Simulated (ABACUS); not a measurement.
GaN under changes of volume

One of the cells (11.310 Å³/atom); the others are scaled copies at fixed shape and fractional positions:

```
CELL_PARAMETERS angstrom
3.18000 0.00000 0.00000
-1.59000 2.75396 0.00000
0.00000 0.00000 5.16600
ATOMIC_POSITIONS crystal
Ga 0.66667 0.33333 0.50000
Ga 0.33333 0.66667 0.00000
N 0.66667 0.33333 0.87500
N 0.33333 0.66667 0.37500
```

```yaml
Program: ABACUS 3.10.1
Functional: PBE
Potentials_or_basis: PseudoDojo NC SR 0.4.1 PBE standard
Cutoff: 1143 eV
Density_cutoff: 4572 eV
Basis: plane waves
k_mesh: 10 × 10 × 5
Occupations: fermi-dirac, width 0.05 eV
Spin: no spin polarisation
```

```tsv
volume (Å³/atom)	energy over the lowest point (meV/atom)	pressure (GPa)	gap on the mesh (eV)	largest force (eV/Å)
10.632	70.98	21.9	2.43	0.155
10.858	43.87	16.6	2.29	0.148
11.084	23.88	11.8	2.15	0.143
11.310	10.32	7.5	2.01	0.137
11.537	2.55	3.6	1.87	0.132
11.763	0.00	0.1	1.74	0.126
11.989	?	?	?	?
```

What does the run at 11.989 Å³/atom give?

Energy over the lowest point 2.14 meV/atom; pressure -3.1 GPa; gap on the mesh 1.61 eV; largest force 0.121 eV/Å.

Worked out: A Birch-Murnaghan fit of order 3 (a polynomial in V^(-2/3)) to the other rows has its minimum at 11.77 Å³/atom, just outside them, with B0 = V·E''(V) = 173 GPa and B' = 4.4 at fixed shape and positions, which overstates the stiffness. It gives 2.17 meV/atom at 11.989 Å³/atom, against the run's 2.14, and -dE/dV = -3.1 GPa, against -3.1. A straight line through the other rows of the gap, of slope -6.85 eV per unit of ln V (its deformation potential), extrapolates to 1.61 eV, against the run's 1.61.

Energies are extrapolated to zero smearing.

Caveats: there are fewer bands than atomic start orbitals, so a level may be missed at k points of high symmetry.

Spin-orbit coupling on Ga is left out.
